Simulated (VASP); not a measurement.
Set up this calculation in VASP 6.6.1, as the native input.

* Task: band structure
* Functional: PBE
* Potentials or basis: VASP PAW PBE potentials, release 64 (Zn, Se)
* Cutoff: 350 eV
* k mesh: 10 × 10 × 10
* Occupations: gaussian, width 0.02 eV
* Spin: no spin polarisation
* Further INCAR settings: ALGO = Normal; EDIFF = 1e-07; NBANDS = 16

ZnSe:

```
CELL_PARAMETERS angstrom
0.00000 2.86650 2.86650
2.86650 0.00000 2.86650
2.86650 2.86650 0.00000
ATOMIC_POSITIONS crystal
Zn 0.00000 0.00000 0.00000
Se 0.25000 0.25000 0.25000
```

The input as run:

POSCAR

```
ZnSe                                    
1.0
   -0.0000000000      2.8664952140      2.8664952140
    2.8664952140      0.0000000000      2.8664952140
    2.8664952140      2.8664952140      0.0000000000
  Zn              Se            
     1     1
Direct
     1.0000000000000000    1.0000000000000000    0.0000000000000000
     0.2500000000000000    0.2500000000000000    0.2500000000000000
```

INCAR.step1

```
SYSTEM = ZnSe
PREC = Accurate ; ENCUT = 350
EDIFF = 1E-7 ; ISMEAR = 0
SIGMA = 0.02 ; LREAL = .False.
LASPH = .True. ; NELM = 80
ALGO = Normal ; ISIF = 2
LWAVE = .False. ; LCHARG = .True.
GGA = PE ; NBANDS = 16
```

KPOINTS.step1

```
Automatic mesh
0
Gamma
  10 10 10
  0 0 0
```

INCAR.step2

```
SYSTEM = ZnSe
PREC = Accurate ; ENCUT = 350
EDIFF = 1E-7 ; ISMEAR = 0
SIGMA = 0.05 ; LREAL = .False.
LASPH = .True. ; NELM = 80
ALGO = Normal ; ISIF = 2
LWAVE = .False. ; LCHARG = .False.
GGA = PE ; NBANDS = 16
ICHARG = 11
```

KPOINTS.step2

```
path GXWKGLUWLK,UX
20
line-mode
reciprocal
 0.0000000000  0.0000000000  0.0000000000  G
 0.5000000000  0.0000000000  0.5000000000  X

 0.5000000000  0.0000000000  0.5000000000  X
 0.5000000000  0.2500000000  0.7500000000  W

 0.5000000000  0.2500000000  0.7500000000  W
 0.3750000000  0.3750000000  0.7500000000  K

 0.3750000000  0.3750000000  0.7500000000  K
 0.0000000000  0.0000000000  0.0000000000  G

 0.0000000000  0.0000000000  0.0000000000  G
 0.5000000000  0.5000000000  0.5000000000  L

 0.5000000000  0.5000000000  0.5000000000  L
 0.6250000000  0.2500000000  0.6250000000  U

 0.6250000000  0.2500000000  0.6250000000  U
 0.5000000000  0.2500000000  0.7500000000  W

 0.5000000000  0.2500000000  0.7500000000  W
 0.5000000000  0.5000000000  0.5000000000  L

 0.5000000000  0.5000000000  0.5000000000  L
 0.3750000000  0.3750000000  0.7500000000  K

 0.6250000000  0.2500000000  0.6250000000  U
 0.5000000000  0.0000000000  0.5000000000  X
```

Potentials or basis: VASP PAW PBE potentials, release 64 (Zn, Se).

The run is started by

```sh
$ cat potpaw_PBE.64/Zn/POTCAR potpaw_PBE.64/Se/POTCAR > POTCAR
$ cp INCAR.step1 INCAR
$ cp KPOINTS.step1 KPOINTS
$ mpirun -np 1 vasp_std > vasp.out
$ cp INCAR.step2 INCAR
$ cp KPOINTS.step2 KPOINTS
$ mpirun -np 1 vasp_std > vasp.out
```

It gave:

```
Band gap on the k mesh  : 1.15 eV, direct
Band gap along the path : 1.15 eV, direct
```

Caveat: the log is that of the step along the path at fixed density, whose energy, stress, charges and moments have no meaning.

Run time: 120 s on 1 thread of Intel(R) Xeon(R) Platinum 8488C (Sapphire Rapids), on a shared host, peak memory 0.21 GiB.
